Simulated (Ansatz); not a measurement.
Ta in Ansatz: the effect of target pressure

The system is Ta.

```
CELL_PARAMETERS angstrom
2.90037 0.00000 0.00000
-1.45019 2.51180 0.00000
0.00000 0.00000 5.16627
ATOMIC_POSITIONS crystal
Ta 0.33333 0.66667 0.25000
Ta 0.66667 0.33333 0.75000
```

This isn't the form of Ta at room conditions, which is bcc.

Alike in all runs:

* Program: Ansatz 0.2.0
* Task: relaxation of cell and atoms
* Functional: PBEsol
* Potentials or basis: Ansatz PAW
* Cutoff: 420 eV (not typed: the program's choice for these potentials)
* k mesh: 11 × 11 × 5
* Occupations: fermi-dirac, width 0.05 eV
* Spin: no spin polarisation

Each run relaxes the cell or the atoms first.

```csv
target pressure,relaxed volume (Å³/atom)
0 GPa,18.11
2 GPa,17.93
5 GPa,?
10 GPa,17.31
20 GPa,16.66
30 GPa,16.10
```

Task: What does the run with target pressure 5 GPa give?

Result: Relaxed volume 17.69 Å³/atom.

Worked out: In Murnaghan's law V^(-B') rises as a straight line in P. The other rows fit best with B' = 3.6, V0 = 18.11 Å³/atom and B0 = 205 GPa, which gives 17.69 Å³/atom at 5 GPa, against the run's 17.69.

Caveats: the plane-wave basis is chosen anew once the cell has moved, so the energies of steps on either side of that aren't comparable; the PAW data sets come from PBE, with cores solved anew for the run's functional, which leaves a small shift of forces and pressure.
